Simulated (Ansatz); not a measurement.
Rb under changes of volume

One of the cells (95.306 Å³/atom); the others are scaled copies at fixed shape and fractional positions:

```xyz
2
Lattice="2.5382 -4.4447 0.0000 2.5382 4.4447 0.0000 0.0000 0.0000 8.4480" Properties=species:S:1:pos:R:3 pbc="T T T"
Rb    2.5382    3.0198    6.3360
Rb    2.5382   -3.0198    2.1120
```

This isn't the form of Rb at room conditions, which is bcc.

* Program: Ansatz 0.2.0
* Functional: PBE
* Potentials or basis: Ansatz PAW
* Cutoff: 420 eV (not typed: the program's choice for these potentials)
* k mesh: 6 × 6 × 3
* Occupations: fermi-dirac, width 0.05 eV
* Spin: no spin polarisation

```csv
volume (Å³/atom),energy over the lowest point (meV/atom),pressure (GPa)
89.588,0.56,0.1
91.494,0.00,0.0
93.400,0.13,0.0
95.306,?,?
97.212,2.24,-0.1
99.118,4.10,-0.2
101.024,6.43,-0.2
```

**Question.** What does the run at 95.306 Å³/atom give?

**Answer.** Energy over the lowest point 0.90 meV/atom; pressure -0.1 GPa.

Worked out: A Birch-Murnaghan fit of order 3 (a polynomial in V^(-2/3)) to the other rows has its minimum at 92.06 Å³/atom with B0 = V·E''(V) = 2.8 GPa and B' = 3.8 at fixed shape and positions, which overstates the stiffness. It gives 0.90 meV/atom at 95.306 Å³/atom, against the run's 0.90, and -dE/dV = -0.1 GPa, against -0.1.

Energies are extrapolated to zero smearing.
